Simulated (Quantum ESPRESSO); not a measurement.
# PbSe (Clausthalite) (Fm-3m) in Quantum ESPRESSO: notebook

Runs on PbSe (Clausthalite). Level: rev-vdW-DF2. Tasks: single point, equation of state.

Program: Quantum ESPRESSO 7.5. These are calculated values, not measurements. Logs are shortened: lines on timing, memory, paths and dates and some standing lists are left out, and cuts for length are marked.

## (1) Starting point

The structure is cubic, space group Fm-3m (No. 225). The conventional cell has a = 6.121 Å, b = 6.121 Å, c = 6.121 Å, α = 90.00°, β = 90.00°, γ = 90.00°. Pb (site symmetry m-3m) has 6 Se at 3.06 Å as nearest neighbours. Se (site symmetry m-3m) is surrounded by 6 Pb at 3.06 Å.

## (2) Single point, rev-vdW-DF2, 26.95 Å³/atom

The input, pw.in:

```
&CONTROL
  calculation = 'scf'
  prefix = 'pwscf'
  outdir = './tmp'
  pseudo_dir = './pseudo'
  tprnfor = .true.
  tstress = .true.
  disk_io = 'nowf'
/
&SYSTEM
  ibrav = 0
  nat = 2
  ntyp = 2
  ecutwfc = 86
  nbnd = 22
  input_dft = 'vdw-df2-b86r'
  occupations = 'smearing'
  smearing = 'fd'
  degauss = 0.00367493
/
&ELECTRONS
  conv_thr = 4d-10
  electron_maxstep = 120
  mixing_beta = 0.5
/
ATOMIC_SPECIES
Pb   207.2000 Pb.upf
Se    78.9710 Se.upf
CELL_PARAMETERS angstrom
   0.0000000000    2.9981702236    2.9981702236
   2.9981702236    0.0000000000    2.9981702236
   2.9981702236    2.9981702236    0.0000000000
ATOMIC_POSITIONS crystal
Pb     0.0000000000    0.0000000000    0.0000000000
Se     0.5000000000    0.5000000000    0.5000000000
K_POINTS automatic
7 7 7 0 0 0
```

Potentials or basis: PseudoDojo 0.4.1 SR PBE standard.

Launch:

```sh
OMP_NUM_THREADS=1 pw.x -in pw.in > pw.out
```

pw.out:

```text
This program is part of the open-source Quantum ESPRESSO suite
     for quantum simulation of materials; please cite
         "P. Giannozzi et al., J. Phys.:Condens. Matter 21 395502 (2009);
         "P. Giannozzi et al., J. Phys.:Condens. Matter 29 465901 (2017);
         "P. Giannozzi et al., J. Chem. Phys. 152 154105 (2020);
     in publications or presentations arising from this work. More details at

     IMPORTANT: XC functional enforced from input :
     Exchange-correlation= VDW-DF2-B86R
                           (   1   4  26   0   2   0   0)
     Any further DFT definition will be discarded
     Please, verify this is what you really want

     Message from routine setup:
     using ibrav=0 with symmetry is DISCOURAGED, use correct ibrav instead

     G-vector sticks info
     --------------------
     sticks:   dense  smooth     PW     G-vecs:    dense   smooth      PW
     Sum        1519    1519    433                39189    39189    5985

     Using Slab Decomposition

     bravais-lattice index     =            0
     lattice parameter (alat)  =       8.0125  a.u.
     unit-cell volume          =     363.7437 (a.u.)^3
     number of atoms/cell      =            2
     number of atomic types    =            2
     number of electrons       =        30.00
     number of Kohn-Sham states=           22
     kinetic-energy cutoff     =      86.0000  Ry
     charge density cutoff     =     344.0000  Ry
     scf convergence threshold =      4.0E-10
     mixing beta               =       0.5000
     number of iterations used =            8  plain     mixing
     Exchange-correlation= VDW-DF2-B86R
                           (   1   4  26   0   2   0   0)

     celldm(1)=   8.012539  celldm(2)=   0.000000  celldm(3)=   0.000000
     celldm(4)=   0.000000  celldm(5)=   0.000000  celldm(6)=   0.000000

     crystal axes: (cart. coord. in units of alat)
               a(1) = (   0.000000   0.707107   0.707107 )
               a(2) = (   0.707107   0.000000   0.707107 )
               a(3) = (   0.707107   0.707107   0.000000 )

     reciprocal axes: (cart. coord. in units 2 pi/alat)
               b(1) = ( -0.707107  0.707107  0.707107 )
               b(2) = (  0.707107 -0.707107  0.707107 )
               b(3) = (  0.707107  0.707107 -0.707107 )

     PseudoPot. # 1 for Pb read from file:
     Pb.upf
     Pseudo is Norm-conserving + core correction, Zval = 14.0
     Generated using ONCVPSP code by D. R. Hamann
     Using radial grid of 1678 points,  6 beta functions with:
                l(1) =   0
                l(2) =   0
                l(3) =   1
                l(4) =   1
                l(5) =   2
                l(6) =   2

     PseudoPot. # 2 for Se read from file:
     Se.upf
     Pseudo is Norm-conserving + core correction, Zval = 16.0
     Generated using ONCVPSP code by D. R. Hamann
     Using radial grid of 1214 points,  6 beta functions with:
                l(1) =   0
                l(2) =   0
                l(3) =   1
                l(4) =   1
                l(5) =   2
                l(6) =   2

     atomic species   valence    mass     pseudopotential
     Pb               14.00   207.20000     Pb( 1.00)
     Se               16.00    78.97100     Se( 1.00)

     48 Sym. Ops., with inversion, found

   Cartesian axes

     site n.     atom                  positions (alat units)
         1        Pb     tau(   1) = (   0.0000000   0.0000000   0.0000000  )
         2        Se     tau(   2) = (   0.7071068   0.7071068   0.7071068  )

     number of k points=    20  Fermi-Dirac smearing, width (Ry)=  0.0037
                       cart. coord. in units 2pi/alat
        k(    1) = (   0.0000000   0.0000000   0.0000000), wk =   0.0058309
        k(    2) = (   0.1010153   0.1010153  -0.1010153), wk =   0.0466472
        k(    3) = (   0.2020305   0.2020305  -0.2020305), wk =   0.0466472
        k(    4) = (   0.3030458   0.3030458  -0.3030458), wk =   0.0466472
        k(    5) = (   0.2020305  -0.0000000   0.0000000), wk =   0.0349854
        k(    6) = (   0.3030458   0.1010153  -0.1010153), wk =   0.1399417
[... 12 lines left out ...]
        k(   19) = (  -0.1010153  -0.5050763   0.7071068), wk =   0.1399417
        k(   20) = (   0.0000000  -0.4040610   0.6060915), wk =   0.1399417

     Dense  grid:    39189 G-vectors     FFT dimensions: (  48,  48,  48)

     Initial potential from superposition of free atoms

     starting charge      29.9978, renormalised to      30.0000

     %%%%%%%%%%%%%%%%%%%%%%%%%%%%%%%%%%%%%%%%%%%%%%%%%%%%%%%%%%%%%%%%%%%%%%%%
     %                                                                      %
     % You are using vdW-DF, which was implemented by the Thonhauser group. %
     % Please cite the following two papers that made this development      %
     % possible and the two reviews that describe the various versions:     %
     %                                                                      %
     %   T. Thonhauser et al., PRL 115, 136402 (2015).                      %
     %   T. Thonhauser et al., PRB 76, 125112 (2007).                       %
     %   K. Berland et al., Rep. Prog. Phys. 78, 066501 (2015).             %
     %   D.C. Langreth et al., J. Phys.: Condens. Matter 21, 084203 (2009). %
     %                                                                      %
     % If you are calculating stress with vdW-DF, please also cite:         %
     %                                                                      %
     %   R. Sabatini et al., J. Phys.: Condens. Matter 24, 424209 (2012).   %
     %                                                                      %
     %%%%%%%%%%%%%%%%%%%%%%%%%%%%%%%%%%%%%%%%%%%%%%%%%%%%%%%%%%%%%%%%%%%%%%%%

     %%%%%%%%%%%%%%%%%%%%%%%%%%%%%%%%%%%%%%%%%%%%%%%%%%%%%%%%%%%%%%%%%%%%%%%%
     %                                                                      %
     %  vdW-DF NEWS:                                                        %
     %                                                                      %
     %  * vdW-DF3 is now available. DOI: 10.1021/acs.jctc.0c00471           %
     %    use with input_dft = 'vdW-DF3-opt1' or 'vdW-DF3-opt2'             %
     %                                                                      %
     %  * Unscreened and range-separated hybrid vdW-DF-cx functionals       %
     %    DOI: 10.1063/1.4986522 and 10.1088/1361-648X/ac2ad2               %
     %    use with input_dft = 'vdW-DF-cx0'    and 'vdW-DF-ahcx'            %
     %  * Unscreened and range-separated hybrid vdW-DF2-b86r functionals    %
     %    DOI: 10.1063/1.4986522 and DOI: 10.1103/PhysRevX.12.041003        %
     %    use with input_dft = 'vdW-DF2-br0' and 'vdW-DF2-ahbr'             %
     %                                                                      %
     %%%%%%%%%%%%%%%%%%%%%%%%%%%%%%%%%%%%%%%%%%%%%%%%%%%%%%%%%%%%%%%%%%%%%%%%

     Starting wfcs are   18 randomized atomic wfcs +    4 random wfcs

     Self-consistent Calculation

     iteration #  1     ecut=    86.00 Ry     beta= 0.50
     Davidson diagonalization with overlap
     ethr =  1.00E-02,  avg # of iterations =  5.5

     Threshold (ethr) on eigenvalues was too large:
     Diagonalizing with lowered threshold

     Davidson diagonalization with overlap
     ethr =  2.66E-04,  avg # of iterations =  2.4

     total energy              =    -383.11772155 Ry
     estimated scf accuracy    <       0.07882945 Ry
[... 50 lines left out ...]
     iteration #  9     ecut=    86.00 Ry     beta= 0.50
     Davidson diagonalization with overlap
     ethr =  2.86E-12,  avg # of iterations =  2.0

     End of self-consistent calculation

          k = 0.0000 0.0000 0.0000 (  4909 PWs)   bands (ev):

   -36.7360 -36.7360 -36.7319 -36.7319 -36.7319  -6.5002  -6.5002  -6.5002
    -6.4982  -6.4982  -3.7629   4.0937   8.2606   8.2606   8.2606  15.1912
    15.1912  15.1912  16.9087  16.9087  16.9087  18.5673

          k = 0.1010 0.1010-0.1010 (  4888 PWs)   bands (ev):
[... 13 lines left out ...]
   -36.7359 -36.7359 -36.7319 -36.7318 -36.7318  -6.5300  -6.5300  -6.4982
    -6.4599  -6.4599  -2.6493   1.3453   8.6821   8.6821  10.1127  10.9401
    12.0911  12.0911  18.5688  20.2090  20.2090  21.4905

          k = 0.2020-0.0000 0.0000 (  4909 PWs)   bands (ev):

   -36.7360 -36.7360 -36.7319 -36.7319 -36.7319  -6.5175  -6.5047  -6.4936
    -6.4901  -6.4901  -3.5317   3.4439   7.9533   7.9533   9.3135  12.6889
    15.0093  15.0093  15.7375  18.2548  18.2548  19.6208

          k = 0.3030 0.1010-0.1010 (  4893 PWs)   bands (ev):
[... 25 lines left out ...]
   -36.7360 -36.7360 -36.7319 -36.7319 -36.7319  -6.5135  -6.5127  -6.4988
    -6.4886  -6.4782  -3.3222   2.8535   7.6001   8.7054   9.4938  12.3373
    13.0183  14.6049  17.1567  17.4386  18.9038  20.0319

          k = 0.4041-0.0000 0.0000 (  4881 PWs)   bands (ev):

   -36.7360 -36.7359 -36.7319 -36.7318 -36.7318  -6.5890  -6.5148  -6.4834
    -6.4662  -6.4662  -2.8862   2.7239   7.3212   7.3212   7.8679  13.4712
    14.5980  15.3847  15.3847  20.5677  20.5917  20.8960

          k = 0.5051 0.1010-0.1010 (  4904 PWs)   bands (ev):
[... 7 lines left out ...]
   -36.7360 -36.7359 -36.7319 -36.7318 -36.7318  -6.6119  -6.5014  -6.4985
    -6.4648  -6.4529  -2.2052   1.8309   5.8740   7.5634   8.0787  13.3457
    13.9885  15.4576  16.6987  20.3557  20.5654  22.8089

          k = 0.0000-0.4041 0.4041 (  4898 PWs)   bands (ev):

   -36.7360 -36.7359 -36.7318 -36.7318 -36.7318  -6.5742  -6.5144  -6.4802
    -6.4798  -6.4640  -2.3940   1.7318   6.1309   8.2253   9.0103  12.2849
    12.8940  15.1348  18.8540  19.0633  19.2202  21.5741

          k = 0.6061-0.0000 0.0000 (  4892 PWs)   bands (ev):

   -36.7360 -36.7359 -36.7320 -36.7318 -36.7318  -6.6674  -6.5229  -6.4752
    -6.4460  -6.4460  -2.2043   2.7221   5.3892   6.8650   6.8650  14.0192
    16.0567  16.0567  16.1518  21.7117  22.2725  23.1489

          k =-0.0000-0.6061 0.6061 (  4890 PWs)   bands (ev):

   -36.7360 -36.7359 -36.7319 -36.7318 -36.7318  -6.6633  -6.5168  -6.4814
    -6.4489  -6.4456  -2.0848   2.4952   5.0743   6.9858   7.1696  14.1735
    15.4846  15.8250  16.4110  21.8175  22.0575  22.8664

          k = 0.4041 0.2020 0.0000 (  4898 PWs)   bands (ev):

   -36.7360 -36.7359 -36.7319 -36.7318 -36.7318  -6.5707  -6.5032  -6.5031
    -6.4668  -6.4656  -2.7460   2.2011   6.9055   7.8319   8.8571  12.5658
    13.6252  14.6315  16.5894  20.0217  20.6452  21.3292

          k =-0.2020-0.4041 0.6061 (  4907 PWs)   bands (ev):
[... 7 lines left out ...]
   -36.7360 -36.7359 -36.7319 -36.7318 -36.7318  -6.6398  -6.5089  -6.4905
    -6.4595  -6.4461  -2.1669   2.2397   5.6286   6.4211   8.2531  13.7082
    14.5764  15.8097  16.7833  20.3518  22.1904  22.8444

          k = 0.0000-0.4041 0.6061 (  4899 PWs)   bands (ev):

   -36.7360 -36.7359 -36.7319 -36.7318 -36.7318  -6.6236  -6.5018  -6.4911
    -6.4759  -6.4463  -2.1045   1.9915   5.6109   6.3342   9.1947  12.4424
    14.9706  15.6107  17.4828  18.9149  22.2446  22.9137

     the Fermi energy is    10.5298 ev

!    total energy              =    -383.13828387 Ry
     estimated scf accuracy    <          3.1E-11 Ry
     smearing contrib. (-TS)   =      -0.00000089 Ry
     internal energy E=F+TS    =    -383.13828299 Ry

     The total energy is F=E-TS. E is the sum of the following terms:
     one-electron contribution =    -166.13451146 Ry
     hartree contribution      =      97.22116952 Ry
     xc contribution           =     -88.25562736 Ry
     ewald contribution        =    -225.96931368 Ry

     convergence has been achieved in   9 iterations

     Forces acting on atoms (cartesian axes, Ry/au):

     atom    1 type  1   force =     0.00000000    0.00000000   -0.00000000
     atom    2 type  2   force =     0.00000000    0.00000000   -0.00000000

     Total force =     0.000000     Total SCF correction =     0.000000

     Computing stress (Cartesian axis) and pressure

          total   stress  (Ry/bohr**3)                   (kbar)     P=       50.44
   0.00034288  -0.00000000  -0.00000000           50.44       -0.00       -0.00
  -0.00000000   0.00034288   0.00000000           -0.00       50.44        0.00
  -0.00000000   0.00000000   0.00034288           -0.00        0.00       50.44

=------------------------------------------------------------------------------=
   JOB DONE.
=------------------------------------------------------------------------------=
```

It took 97 s on 1 thread of Arm Neoverse V1, shared host; peak memory 0.17 GiB.

What came out:

```
Free energy : -5212.8619 eV
Pressure    : 5.0 GPa
```

Caveat: the potentials were made for another functional, which shifts forces and pressure; this odd mesh misses L, where the gap lies, so gap, dielectric constants and Born charges aren't listed.

## (3) Single point, rev-vdW-DF2, 27.52 Å³/atom

Changes to pw.in since step 2:

```diff
@@ -29,5 +29,5 @@
 CELL_PARAMETERS angstrom
-   0.0000000000    2.9981702236    2.9981702236
-   2.9981702236    0.0000000000    2.9981702236
-   2.9981702236    2.9981702236    0.0000000000
+   0.0000000000    3.0192847941    3.0192847941
+   3.0192847941    0.0000000000    3.0192847941
+   3.0192847941    3.0192847941    0.0000000000
 ATOMIC_POSITIONS crystal
```

Potentials or basis: PseudoDojo 0.4.1 SR PBE standard.

Launch:

```sh
OMP_NUM_THREADS=1 pw.x -in pw.in > pw.out
```

Run time: 97 s. Hardware: 1 thread of Arm Neoverse V1, shared host; peak memory 0.17 GiB.

The run converged. Its results:

```yaml
Free_energy: -5212.8929 eV
Pressure: 3.6 GPa
```

Caveat: the potentials were made for another functional, which shifts forces and pressure; this odd mesh misses L, where the gap lies, so gap, dielectric constants and Born charges aren't listed.

## (4) Single point, rev-vdW-DF2, 28.10 Å³/atom

Changes to pw.in since step 3:

```diff
@@ -29,5 +29,5 @@
 CELL_PARAMETERS angstrom
-   0.0000000000    3.0192847941    3.0192847941
-   3.0192847941    0.0000000000    3.0192847941
-   3.0192847941    3.0192847941    0.0000000000
+   0.0000000000    3.0401081059    3.0401081059
+   3.0401081059    0.0000000000    3.0401081059
+   3.0401081059    3.0401081059    0.0000000000
 ATOMIC_POSITIONS crystal
```

Launch:

```sh
OMP_NUM_THREADS=1 pw.x -in pw.in > pw.out
```

It took 98 s on 1 thread of Arm Neoverse V1, shared host; peak memory 0.17 GiB.

It converged, with:

- Free energy: -5212.9142 eV
- Pressure: 2.3 GPa

Caveat: the potentials were made for another functional, which shifts forces and pressure; this odd mesh misses L, where the gap lies, so gap, dielectric constants and Born charges aren't listed.

## (5) Single point, rev-vdW-DF2, 28.67 Å³/atom

Changes to pw.in since step 4:

```diff
@@ -29,5 +29,5 @@
 CELL_PARAMETERS angstrom
-   0.0000000000    3.0401081059    3.0401081059
-   3.0401081059    0.0000000000    3.0401081059
-   3.0401081059    3.0401081059    0.0000000000
+   0.0000000000    3.0606500000    3.0606500000
+   3.0606500000    0.0000000000    3.0606500000
+   3.0606500000    3.0606500000    0.0000000000
 ATOMIC_POSITIONS crystal
```

Launch:

```sh
OMP_NUM_THREADS=1 pw.x -in pw.in > pw.out
```

Wall time 1.7 min (1 thread of Arm Neoverse V1, shared host); peak memory 0.18 GiB.

Results (log left out):

- Free energy: -5212.9267 eV
- Pressure: 1.2 GPa

Caveat: the potentials were made for another functional, which shifts forces and pressure; this odd mesh misses L, where the gap lies, so gap, dielectric constants and Born charges aren't listed.

## (6) Single point, rev-vdW-DF2, 29.24 Å³/atom

Changes to pw.in since step 5:

```diff
@@ -29,5 +29,5 @@
 CELL_PARAMETERS angstrom
-   0.0000000000    3.0606500000    3.0606500000
-   3.0606500000    0.0000000000    3.0606500000
-   3.0606500000    3.0606500000    0.0000000000
+   0.0000000000    3.0809197960    3.0809197960
+   3.0809197960    0.0000000000    3.0809197960
+   3.0809197960    3.0809197960    0.0000000000
 ATOMIC_POSITIONS crystal
```

Potentials or basis: PseudoDojo 0.4.1 SR PBE standard.

Launch:

```sh
OMP_NUM_THREADS=1 pw.x -in pw.in > pw.out
```

Wall time 1.8 min (1 thread of Arm Neoverse V1, shared host); peak memory 0.18 GiB.

It converged, with:

```
Free energy : -5212.9314 eV
Pressure    : 0.1 GPa
```

Caveat: the potentials were made for another functional, which shifts forces and pressure; this odd mesh misses L, where the gap lies, so gap, dielectric constants and Born charges aren't listed.

## (7) Single point, rev-vdW-DF2, 29.82 Å³/atom

Changes to pw.in since step 6:

```diff
@@ -29,5 +29,5 @@
 CELL_PARAMETERS angstrom
-   0.0000000000    3.0809197960    3.0809197960
-   3.0809197960    0.0000000000    3.0809197960
-   3.0809197960    3.0809197960    0.0000000000
+   0.0000000000    3.1009263293    3.1009263293
+   3.1009263293    0.0000000000    3.1009263293
+   3.1009263293    3.1009263293    0.0000000000
 ATOMIC_POSITIONS crystal
```

Launch:

```sh
OMP_NUM_THREADS=1 pw.x -in pw.in > pw.out
```

Run time: 1.8 min. Hardware: 1 thread of Arm Neoverse V1, shared host; peak memory 0.19 GiB.

It converged, with:

```yaml
Free_energy: -5212.9291 eV
Pressure: -0.8 GPa
```

Caveat: the potentials were made for another functional, which shifts forces and pressure; this odd mesh misses L, where the gap lies, so gap, dielectric constants and Born charges aren't listed.

## (8) Single point, rev-vdW-DF2, 30.39 Å³/atom

Changes to pw.in since step 7:

```diff
@@ -29,5 +29,5 @@
 CELL_PARAMETERS angstrom
-   0.0000000000    3.1009263293    3.1009263293
-   3.1009263293    0.0000000000    3.1009263293
-   3.1009263293    3.1009263293    0.0000000000
+   0.0000000000    3.1206779849    3.1206779849
+   3.1206779849    0.0000000000    3.1206779849
+   3.1206779849    3.1206779849    0.0000000000
 ATOMIC_POSITIONS crystal
```

Launch:

```sh
OMP_NUM_THREADS=1 pw.x -in pw.in > pw.out
```

Run time: 1.8 min. Hardware: 1 thread of Arm Neoverse V1, shared host; peak memory 0.19 GiB.

It converged, with:

| Item | Value |
| --- | --- |
| Free energy | -5212.9203 eV |
| Pressure | -1.6 GPa |

Caveat: the potentials were made for another functional, which shifts forces and pressure; this odd mesh misses L, where the gap lies, so gap, dielectric constants and Born charges aren't listed.

## (9) Equation of state, rev-vdW-DF2

Potentials or basis: PseudoDojo 0.4.1 SR PBE standard.

This step only gathers the single runs of the series.

Results:

| Property | Result |
| --- | --- |
| Equilibrium volume | 29.33 Å³/atom |
| Bulk modulus | 50 GPa |
| Pressure derivative of the bulk modulus | 4.4 |

Energy against volume, from the lowest point:
| volume (Å³/atom) | energy (meV/atom) |
| --- | --- |
| 26.951 | 34.75 |
| 27.524 | 19.26 |
| 28.097 | 8.63 |
| 28.671 | 2.35 |
| 29.244 | 0.00 |
| 29.818 | 1.18 |
| 30.391 | 5.53 |

Caveat: the potentials were made for another functional, which shifts forces and pressure; this odd mesh misses L, where the gap lies, so gap, dielectric constants and Born charges aren't listed.
